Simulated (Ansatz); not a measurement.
BN, space group R3m: an equation of state with a fit, run with Ansatz 0.2.0 through its Python package.

Script `run_eos.py`:
```python
'''Bulk modulus of BN from an E(V) curve.'''

import ansatz as az
import numpy as np
from scipy.optimize import curve_fit

vectors0 = np.array([
    [1.251122, 0.722335, 3.372934],
    [-1.251122, 0.722335, 3.372934],
    [0.0, -1.444671, 3.372934],
])
sites = [
    ('B', (0.999671, 0.999671, 0.999671)),
    ('N', (0.332762, 0.332762, 0.332762)),
]


def on_lattice(cell):
    crystal = az.Crystal(lattice=az.Lattice.of(cell))
    for symbol, position in sites:
        crystal = crystal.atom(symbol, position)
    return crystal

def vinet(v, e0, v0, b0, b1):
    eta = (v / v0) ** (1 / 3)
    return e0 + 2 * b0 * v0 / (b1 - 1) ** 2 * (2 - (5 + 3 * b1 * (eta - 1) - 3 * eta) * np.exp(-1.5 * (b1 - 1) * (eta - 1)))

# uniform scaling of the cell
volumes, energies = [], []
for scale in np.linspace(0.95, 1.07, 5):
    cell = vectors0 * scale ** (1 / 3)
    job = (
        on_lattice(cell).calculation()
        .occupations('fixed')
        .scf(tolerance=1e-09)
        .functional('pbesol')
        .basis(500)
        .kpoints(10, 10, 10)
    )
    data = job.run(threads=1).report
    volumes.append(abs(np.linalg.det(cell)) / len(sites))
    energies.append(data['free_energy_ev'] / len(sites))
    print(f'V = {volumes[-1]:8.4f} A^3/atom  F = {energies[-1]:.5f} eV/atom')

guess = (min(energies), volumes[int(np.argmin(energies))], 0.5, 4.5)
(e0, v0, b0, b1), _ = curve_fit(vinet, np.array(volumes), np.array(energies), p0=guess, maxfev=20000)
print(f'Vinet fit: V0 = {v0:.4f} A^3/atom, B0 = {160.21766 * b0:.1f} GPa, B1 = {b1:.2f}')
print('largest residual', round(1000 * float(np.abs(vinet(np.array(volumes), e0, v0, b0, b1) - energies).max()), 3), 'meV/atom')
```

From its runs, with one value withheld:

| V (Å³/atom) | F less the lowest row shown (meV/atom) |
| --- | --- |
| 8.687 | 20.49 |
| 8.962 | 3.45 |
| 9.236 | 0.00 |
| 9.510 | 8.41 |
| 9.785 | ? |

What is the missing energy at 9.785 Å³ an atom?

A third-order Birch-Murnaghan fit, E = E0 + (9 V0 B0 / 16) [(t - 1)³ B' + (t - 1)² (6 - 4t)] with t = (V0/V)^(2/3), through the 4 rows shown gives V0 = 9.173 Å³, B0 = 238.5 GPa, B' = 3.57 and E0 = -0.32 meV. At V = 9.785 Å³, t = 0.95790, and the fit extrapolates to 27.16 meV. The run gave 27.16 meV, a miss of 0.00 meV.

Shape and fractional positions are held along the curve, so the bulk modulus is an upper value where they are free to relax. This cell is a computed structure, which may not be the phase found in nature. Wall time of the script: 9.5 s on 1 thread of Arm Neoverse V2, on a shared host, peak memory 0.4 GiB.
